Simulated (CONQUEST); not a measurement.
Runs of CONQUEST 1.3 on MgO. The structure is cubic, space group Fm-3m (No. 225). Conventional cell: a = 4.194 Å, b = 4.194 Å, c = 4.194 Å, α = 90.00°, β = 90.00°, γ = 90.00°. Mg (site symmetry m-3m) has 6 O at 2.10 Å as nearest neighbours. O (site symmetry m-3m) has 6 Mg at 2.10 Å as nearest neighbours. The cell is a database's computed one.

```tsv
task	level	potentials or basis	spin	fixed moment (μB)	cell	k mesh	smearing	gap on the mesh (eV)	pressure (GPa)	moment (μB)
density of states	revPBE	PseudoDojo NC PBE, DZP, grid cutoff 120 Ha	off	-	as given	8 × 8 × 5	fermi-dirac 0.05 eV	4.91	-	-
density of states	PBEsol	PseudoDojo NC PBEsol, DZP, grid cutoff 120 Ha	off	-	volume scaled by 0.8	6 × 6 × 5	fermi-dirac 0.05 eV	7.22	-	-
density of states	PBE	PseudoDojo NC PBE, SZ, grid cutoff 100 Ha	off	-	as given	8 × 8 × 5	fermi-dirac 0.05 eV	2.42	-	-
single point	PBE	PseudoDojo NC PBEsol, SZ, grid cutoff 120 Ha	collinear, ferromagnetic start	1	as given	8 × 8 × 5	fermi-dirac 0.05 eV	-	38.9	1.00
single point	PBEsol	PseudoDojo NC PBEsol, SZ, grid cutoff 100 Ha	off	-	as given	8 × 8 × 5	fermi-dirac 0.05 eV	(a)	(b)	-
band structure	PBE	PseudoDojo NC PBEsol, SZ, grid cutoff 120 Ha	collinear, ferromagnetic start	1	as given	8 × 8 × 5	fermi-dirac 0.05 eV	-	-	1.00
single point	B86bPBE	PseudoDojo NC PBE, SZP, grid cutoff 100 Ha	collinear, random start	-	edges of the box strained at random at fixed volume	7 × 8 × 6	methfessel-paxton of order 1 0.05 eV	4.42	14.8	0.00
```

Fill in the values left out.

(a) 2.37; (b) 12.8.

Caveats: the basis of atomic orbitals isn't converged, which shifts pressures, moduli and gaps; an odd mesh through Γ misses points on the zone boundary, where band edges often lie (some runs); the atomic basis is small (some runs); the potentials were made for another functional, which shifts forces and pressure (some runs); the total moment is fixed, so each spin has its own Fermi level (some runs); a pressure of tens of GPa on the cell as given is suspect, and the run, the potentials or the cell itself is likely at fault (some runs); the real-space grid breaks the cell's symmetry a little (some runs).
